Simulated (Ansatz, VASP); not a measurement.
## NaI in VASP and in Ansatz

```
Na I
1.0
     0.00000    3.50599    3.50599
     3.50599    0.00000    3.50599
     3.50599    3.50599    0.00000
Na I
1 1
Cartesian
  0.0000 0.0000 0.0000
  1.7530 1.7530 1.7530
```

Change from the starting cell: hydrostatic strain -1.1%.

Alike in both runs: task single point; functional r2SCAN; k mesh 6 × 6 × 6; no spin polarisation.

|  | VASP | Ansatz |
| --- | --- | --- |
| version | VASP 6.6.1 | Ansatz 0.2.0 |
| potentials or method | VASP PAW PBE potentials, release 64 (Na_pv, I) | plane waves, PAW |
| plane-wave cutoff (eV) | 520 | 500 |
| occupations | gaussian, width 0.01 eV | fixed |
| valence electrons in the cell | 14 | 26 |

|  | VASP | Ansatz | Ansatz less VASP |
| --- | --- | --- | --- |
| gap on the k mesh at the Fermi level (eV) | 4.48 | 4.47 | -0.005 |
| pressure (GPa) | 0.4 | 0.4 | +0.06 |

The two sets of potentials don't hold the same shells in valence.

Caveats: the PAW data sets were made with another functional, which shifts forces and pressure a little (VASP); spin-orbit coupling is left out, which moves the levels of the heavy elements.
